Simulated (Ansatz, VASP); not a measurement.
# Ta: VASP beside Ansatz

```xyz
1
Lattice="0.0000 2.1297 2.1297 2.1297 0.0000 2.1297 2.1297 2.1297 0.0000" Properties=species:S:1:pos:R:3 pbc="T T T"
Ta    0.0000    0.0000    0.0000
```

Alike in both runs: task single point; functional PBEsol; k mesh 8 × 8 × 8; occupations gaussian, width 0.1 eV; no spin polarisation.

|  | VASP | Ansatz |
| --- | --- | --- |
| version | VASP 6.6.1 | Ansatz 0.2.0 |
| potentials or method | VASP PAW PBE potentials, release 64 (Ta_pv) | scalar-relativistic, plane waves, PAW |
| plane-wave cutoff (eV) | 520 | 420 |
| valence electrons in the cell | 11 | 13 |

Ansatz gave:

| Property | Result |
| --- | --- |
| gap on the k mesh at the Fermi level (eV) | none |
| pressure (GPa) | -9.5 |

Q: Estimate VASP's values.

A: gap on the k mesh at the Fermi level (eV): none; pressure (GPa): -9.4.

A gap of «none» marks a metal or a gap that the smearing closes. The two sets of potentials don't hold the same shells in valence.

Caveats: the PAW data sets were made with another functional, which shifts forces and pressure a little (VASP). Spin-orbit coupling is left out, which matters for the levels of Ta.
